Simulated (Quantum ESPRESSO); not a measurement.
## LiH: zone-centre phonons and dielectric response under several settings

```xyz
2
Lattice="0.0000 2.0368 2.0368 2.0368 0.0000 2.0368 2.0368 2.0368 0.0000" Properties=species:S:1:pos:R:3 pbc="T T T"
Li    0.0000    0.0000    0.0000
H     2.0368    2.0368    2.0368
```

All runs used Quantum ESPRESSO 7.5; k mesh 6 × 6 × 6, shifted; given cell, atoms relaxed; no spin polarisation; occupations smeared at first, fixed for the response.

| level | potentials | cutoff (eV) | pressure (GPa) | lowest optical mode without the field (cm⁻¹) | highest mode with the field (cm⁻¹) | ε∞ (mean) | ε0 (mean) | Born charge of atom 1 (e) | sum of the Born charges (e) |
| --- | --- | --- | --- | --- | --- | --- | --- | --- | --- |
| PBE | GBRV 1.5 PBE | 612 | ? | ? | ? | ? | ? | ? | ? |
| PBE | SPMS 1.0 PBE | 912 | -1.7 | 542 | 1053 | 4.13 | 15.6 | 1.02 | 0.01 |
| PBE | JTH 2.0 PBE | 707 | -1.8 | 539 | 1049 | 4.14 | 15.7 | 1.01 | 0.00 |
| PBE | SG15 PBE 1.2 | 952 | -1.7 | 539 | 1053 | 4.14 | 15.8 | 1.02 | 0.01 |
| PBE | PseudoDojo 0.4.1 SR PBE standard | 1007 | -1.7 | 536 | 1052 | 4.14 | 15.9 | 1.02 | 0.01 |
| PBE | Ansatz NC SR PBE | 1034 | -1.7 | 535 | 1051 | 4.14 | 16.0 | 1.02 | 0.01 |
| PBE | SSSP 1.3 efficiency PBE | 816 | -1.7 | 537 | 1052 | 4.14 | 15.9 | 1.02 | 0.01 |

Question: What stands in the row left open?

Answer: Pressure -1.7 GPa; lowest optical mode without the field 537 cm⁻¹; highest mode with the field 1050 cm⁻¹; ε∞ 4.14; ε0 15.8; Born charge of atom 1 1.01 e; sum of the Born charges 0.01 e.
